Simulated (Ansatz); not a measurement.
Method: Ansatz 0.2.0, DFT PBE, scalar-relativistic, plane waves, PAW.

Cutoff 420 eV; k points 9×9×4 on the computed 4-atom cell (Γ-centred); Gaussian smearing, width 0.02 eV; no spin polarisation.

Structure with the computed forces (eV/Å) in the last three columns:

```xyz
4
Lattice="4.2985 0.0000 0.0000 -2.1492 3.7226 0.0000 0.0000 0.0000 7.0152" Properties=species:S:1:pos:R:3:forces:R:3 pbc="T T T" pressure_GPa=3.24
Cd    2.1492    1.2409    0.0000    0.0090   -0.0100   -0.1560
Cd   -0.0695    2.5679    3.4064    0.3190   -0.5500    0.5750
Se    2.1492    1.2409    2.6307   -0.3170    0.5490   -0.1240
Se    0.0000    2.4817    6.1383   -0.0110    0.0110   -0.2950
```

Stress tensor (GPa, compression positive):

```
 2.84  0.61  0.30
 0.61  4.64 -0.55
 0.30 -0.55  2.24
```